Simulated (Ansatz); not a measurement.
**Ni under changes of volume**

One of the cells (10.569 Å³/atom); the others are scaled copies at fixed shape and fractional positions:

```
Ni
1.0
     2.44802    0.00000    0.00000
    -1.22401    2.12005    0.00000
     0.00000    0.00000    4.07281
Ni
2
Direct
  0.66667 0.33333 0.75000
  0.33333 0.66667 0.25000
```

This isn't the form of Ni at room conditions, which is fcc.

* Program: Ansatz 0.2.0
* Functional: PBEsol
* Potentials or basis: all-electron LAPW, scalar-relativistic
* Cutoff: 347 eV (chosen from the basis error)
* Basis error allowed: 0.0005 eV/atom
* k mesh: 12 × 12 × 7
* Occupations: fermi-dirac, width 0.05 eV
* Spin: collinear spin, ferromagnetic start
* Starting moments: [1.0, 1.0] μB

```csv
volume (Å³/atom),energy over the lowest point (meV/atom),pressure (GPa),moment (μB per cell)
9.935,?,?,?
10.146,5.06,6.5,1.26
10.357,0.00,1.5,1.28
10.569,1.23,-3.0,1.30
10.780,8.05,-7.0,1.32
10.992,19.86,-10.6,1.34
11.203,36.09,-13.7,1.35
```

Problem. What does the run at 9.935 Å³/atom give?

Solution. Energy over the lowest point 17.21 meV/atom; pressure 12.2 GPa; moment 1.24 μB per cell.

Worked out: A Birch-Murnaghan fit of order 3 (a polynomial in V^(-2/3)) to the other rows has its minimum at 10.42 Å³/atom with B0 = V·E''(V) = 227 GPa and B' = 4.7 at fixed shape and positions, which overstates the stiffness. It gives 17.14 meV/atom at 9.935 Å³/atom, against the run's 17.21, and -dE/dV = 12.1 GPa, against 12.2. A straight line through the other rows of the moment, of slope 0.0878 μB per Å³/atom, extrapolates to 1.24 μB, against the run's 1.24.

Energies are extrapolated to zero smearing.
